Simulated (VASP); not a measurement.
Crystal: ZnO.

```
CELL_PARAMETERS angstrom
3.23676 0.00000 0.00000
-1.61838 2.80312 0.00000
0.00000 0.00000 5.22386
ATOMIC_POSITIONS crystal
Zn 0.33333 0.66667 0.49998
Zn 0.66667 0.33333 0.99998
O 0.66667 0.33333 0.37903
O 0.33333 0.66667 0.87903
```

Base run:

* Program: VASP 6.6.1
* Functional: TB-mBJ
* Potentials or basis: VASP PAW PBE potentials, release 64 (Zn, O)
* Cutoff: 520 eV
* k mesh: 9 × 9 × 5
* Occupations: gaussian, width 0.03 eV
* Spin: no spin polarisation

Its results: band gap on the k mesh 2.57 eV, direct.

The run is repeated on the same cell with these changes: functional from TB-mBJ to PBEsol. What comes out?

Band gap on the k mesh 0.68 eV, direct.
